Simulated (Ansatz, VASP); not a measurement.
## CdSe: VASP beside Ansatz

Contents of POSCAR:

```
CdSe
1.0
    0.0000000000      3.0250000000      3.0250000000
    3.0250000000      0.0000000000      3.0250000000
    3.0250000000      3.0250000000      0.0000000000
Cd Se
1 1
Direct
    0.0000000000      0.0000000000      0.0000000000
    0.2500000000      0.2500000000      0.2500000000
```

File INCAR.step1:

```
SYSTEM = CdSe
  PREC = Accurate
  ENCUT = 600
  ISMEAR = 0
  SIGMA = 0.02
  LREAL = .FALSE.
  LASPH = .TRUE.
  NELM = 100
  GGA = PE
  ALGO = Normal
  EDIFF = 1E-4
  LWAVE = .TRUE.
  LCHARG = .FALSE.
```

The input INCAR.step2:

```
SYSTEM = CdSe
  PREC = Accurate
  ENCUT = 600
  EDIFF = 1E-6
  ISMEAR = 0
  SIGMA = 0.02
  LREAL = .FALSE.
  LASPH = .TRUE.
  NELM = 100
  ALGO = Normal
  ISIF = 3
  LWAVE = .FALSE.
  LCHARG = .FALSE.
  METAGGA = R2SCAN
  LMIXTAU = .TRUE.
  IBRION = 2
  NSW = 100
  EDIFFG = -0.002
  ISTART = 1
```

The input KPOINTS:

```
Automatic mesh
0
G
  8 8 8
  0 0 0
```

Input for Ansatz:

```yaml
crystal:
  lattice:
    - [0.0, 3.025, 3.025]
    - [3.025, 0.0, 3.025]
    - [3.025, 3.025, 0.0]
  atoms:
    - { symbol: Cd, position: [0.0, 0.0, 0.0] }
    - { symbol: Se, position: [0.25, 0.25, 0.25] }
basis:
  ecutwfc: 500
kpoints:
  mp_grid: { grid: [8, 8, 8] }
hamiltonian:
  xc: r2scan
scf:
  occupations: { method: gaussian, width: 0.02 }
output:
  forces: true
  stress: true
  eigenvalues: true
relax:
  adjacent_minimum: "off"
  f_tol: 0.002
  max_steps: 80
  cell: { stress_tol: 0.02 }
```

Measurements of this composition are mostly on another form, of space group No. 186.

Alike in both runs: task relaxation of cell and atoms; functional r2SCAN; k mesh 8 × 8 × 8; occupations gaussian, width 0.02 eV; no spin polarisation.

|  | VASP | Ansatz |
| --- | --- | --- |
| version | VASP 6.6.1 | Ansatz 0.2.0 |
| potentials or method | VASP PAW PBE potentials, release 64 (Cd, Se) | scalar-relativistic, plane waves, PAW |
| plane-wave cutoff (eV) | 600 | 500 |
| valence electrons in the cell | 18 | 36 |

```csv
,VASP,Ansatz,Ansatz less VASP
"gap on the k mesh at the Fermi level, each at its own relaxed structure (eV)",1.02,1.04,+0.018
relaxed volume (Å³/atom),28.95,28.84,-0.111
relaxed cell length with the largest relative difference (Å),4.342,4.337,-0.0056
energy change over the relaxation (meV/atom),-10,-8,+1.6
```

The two sets of potentials don't hold the same shells in valence.

Caveats: the PAW data sets were made with another functional, which shifts forces and pressure a little (VASP). r2SCAN opens gaps a little over a GGA but as a rule still falls short of measured ones.
